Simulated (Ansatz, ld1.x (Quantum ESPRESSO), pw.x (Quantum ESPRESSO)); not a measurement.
**selenium: does the TM potential hold in the solid?**

* Element: Se
* Generator: ld1.x (Quantum ESPRESSO) 7.5
* Type: norm-conserving Troullier–Martins (Kleinman–Bylander form)
* Functional: PBE
* Relativity: scalar-relativistic
* Frozen core: [Ar] 3d10
* Valence charge: 6
* Reference configuration: 4s2 4p4
* Partial waves: 4s (bound): rc 1.45 bohr; 4p (bound): rc 1.30 bohr; 4d channel at -0.2 Ry: rc 1.55 bohr
* Local potential: the d channel
* Core correction: a·sin(br)/r model core inside 0.60 bohr

Crystal test: fcc Se in pw.x 7.5, no spin, 13³ k-points, Fermi–Dirac smearing 0.01 Ry, cutoffs 135/540 Ry. The reference is all-electron LAPW (Ansatz 0.2.0) with the same functional, mesh and smearing; V0 and B0 come from Birch–Murnaghan fits to the pressures at five volumes. Errors are pseudo minus all-electron; Δ is the rms difference of the E(V) curves that follow from these fits, minima aligned, over ±6 % about the mean V0. Mesh and smearing are coarse, so the numbers serve the comparison and aren't converged zero-temperature values; the lattice is a test structure that the element need not adopt.

| V (Å³/atom) | P all-electron (GPa) | P pseudo (GPa) |
| --- | --- | --- |
| 19.394 | 4.12 | -145.45 |
| 19.905 | 2.01 | -142.55 |
| 20.415 | 0.17 | -140.50 |
| 20.925 | -1.43 | -135.51 |
| 21.436 | -2.81 | -132.34 |

All-electron: a0 = 4.342 Å (V0 = 20.47 Å³/atom), B0 = 67.6 GPa.

Pseudopotential: converged, but broken (pressure over 100 GPa off). The pressure does not cross zero within the volumes sampled, so no fit is given. The pseudo pressure rises with volume over the whole range, a mechanical instability. Note: ghost states, extra bound levels that the all-electron valence spectrum of the same l lacks: p at -1888.5 eV, s at -1547.9 eV. A true bound ghost makes a file unfit for plane-wave use. Atomic configuration tests: 1 of 7 tests not solved or not reliable. A pressure error of this size marks a broken potential; the numbers have no physical meaning.

Problem. At the middle volume, how do free energy and pressure move when the wave cutoff is lowered (ecutrho kept at four times it)?

Solution.

```json
{"cutoff (Ry)": "61", "shift of F (meV/atom)": "+207062.8", "shift of P (GPa)": "-1821.32"}
{"cutoff (Ry)": "81", "shift of F (meV/atom)": "+160848.9", "shift of P (GPa)": "-69.41"}
{"cutoff (Ry)": "108", "shift of F (meV/atom)": "+39768.9", "shift of P (GPa)": "-2609.34"}
```

The run at the middle volume (84 k-points, 7 iterations) took about 24 s on one core of a shared host (AMD EPYC 9R14, 192 threads, 1480 GiB, load 47).
